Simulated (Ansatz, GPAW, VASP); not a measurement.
**One calculation of Hg, 4 ways**

```
Hg
1.0
    -1.87674    1.87674    1.91684
     1.87674   -1.87674    1.91684
     1.87674    1.87674   -1.91684
Hg
1
Direct
  0.50000 0.50000 0.00000
```

Alike in all runs: task single point; functional LDA; k mesh 10 × 10 × 10; occupations gaussian, width 0.02 eV; no spin polarisation; no spin-orbit coupling. LDA stands for any of its common fits. Pressure is positive in compression and, in plane waves, holds the error of the finite cutoff, which Ansatz's Pulay term estimates and takes out.

```tsv
program and potentials	plane-wave cutoff (eV)	notes	band gap (eV)	pressure (GPa)
Ansatz, Ansatz PAW	420	potentials made for PBE, which Ansatz adapts in part; 20 valence electrons an atom on average; Pulay term of +0.03 GPa included	no gap	-4.20
Ansatz, all-electron LAPW, scalar-relativistic	-	-	no gap	-4.20
GPAW, the program's PAW data sets (release 1.2.1) made for this functional	600	18 valence electrons an atom on average	no gap	-4.57
VASP, LDA PAW files Hg, 500 eV	500	12 valence electrons an atom on average	?	?
```

Task: Estimate from the other rows what the run with VASP, LDA PAW files Hg, 500 eV gave.

Result: No band gap; pressure -4.14 GPa. The other rows, which needn't bracket it: pressure -4.57 to -4.20.
